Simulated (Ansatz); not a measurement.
# Smearing, entropy and the zero-width energy in AlNi

Method: DFT PBEsol, scalar-relativistic, plane waves, PAW (Ansatz).

```
Al Ni
1.0
     1.93869   -1.95319    0.00000
     1.93869    1.95319    0.00000
     0.00000    0.00000    3.09943
Al Ni
1 1
Direct
  0.00000 0.00000 0.00000
  0.50000 0.50000 0.50000
```

- plane-wave cutoff: 420 eV
- Γ-centred k-mesh: 16×16×14
- spin treatment: unpolarised

The same metal under several smearings of width σ, on one mesh. F is the free energy, TS the smearing's entropy term for the cell of 2 atoms, and E = F + TS. Gaussian occupations are ½ erfc[(ε − μ)/σ], and N counts both spins.

| rule | σ (eV) | F − F(narrowest) (meV/atom) | TS (meV/cell) |
| --- | --- | --- | --- |
| Fermi–Dirac | 0.1 | -7.789 | 30.605 |
| Fermi–Dirac | 0.3 | -64.408 | 248.050 |
| Gaussian | 0.02 | 0.000 | 0.208 |
| Gaussian | 0.05 | -0.254 | 1.209 |
| Gaussian | 0.1 | -1.175 | 4.900 |

Task: For a density of states N (both spins) that is flat over the smeared range, TS = Nσ²/2 (Gaussian) and (π²/3)Nσ² (Fermi–Dirac). What N does each run give?

Result:
```csv
rule,σ (eV),N (states/eV a cell)
Fermi–Dirac,0.1,0.93
Fermi–Dirac,0.3,0.84
Gaussian,0.02,1.04
Gaussian,0.05,0.97
Gaussian,0.1,0.98
```

Equal entropy needs σ_Gauss = π√(2/3) σ_FD = 2.57 σ_FD, so a Fermi–Dirac width acts like a Gaussian one 2.57 times as large. At moderate widths N lies between 0.93 and 0.98, nearly constant, so the density of states is smooth near the Fermi level and the mesh resolves it. At the narrowest widths only the few mesh levels within σ of μ count, so N can scatter there.

Task: To second order F = E0 − TS/2 and E = E0 + TS/2. How well does E0 = (E + F)/2 undo the smearing?

Result:
| rule | σ (eV) | F − E0(narrowest) (meV/atom) | (E + F)/2 − E0(narrowest) (meV/atom) |
| --- | --- | --- | --- |
| Fermi–Dirac | 0.1 | -7.84 | -0.19 |
| Fermi–Dirac | 0.3 | -64.46 | -2.45 |
| Gaussian | 0.02 | -0.05 | 0.00 |
| Gaussian | 0.05 | -0.31 | 0.00 |
| Gaussian | 0.1 | -1.23 | 0.00 |

At Fermi–Dirac 0.1 eV the free energy is off by -7.84 meV/atom and the mean by -0.19. What remains is of order σ⁴ plus the mesh error of the narrowest run, which is no exact reference. Forces and stress are derivatives of F, not of E0, so they keep the σ² error.

8 further runs of this set aren't shown.

The smearing error is almost entirely the quadratic term expected of a metal, and averaging E and F removes most of it under every rule. The entropy is modest because N is small for a nickel compound. In AlNi, hybridisation with Al s and p states leaves the Ni d band largely filled, with its main weight below the Fermi level.

The lower N of 0.84 at the widest Fermi–Dirac smearing suggests that the broad thermal window samples a lower average density of states, or that the chemical potential shifts along a slope; the entropy alone can't separate the two. The residual in the mean grows from -0.19 to -2.45 meV/atom between the two Fermi–Dirac widths, less steeply than a fourth power, so the wider run probably lies beyond the reach of the leading correction.

The cell is also visibly distorted from the cubic CsCl structure known for AlNi, so N belongs to this strained geometry and needn't match that of the equilibrium phase.
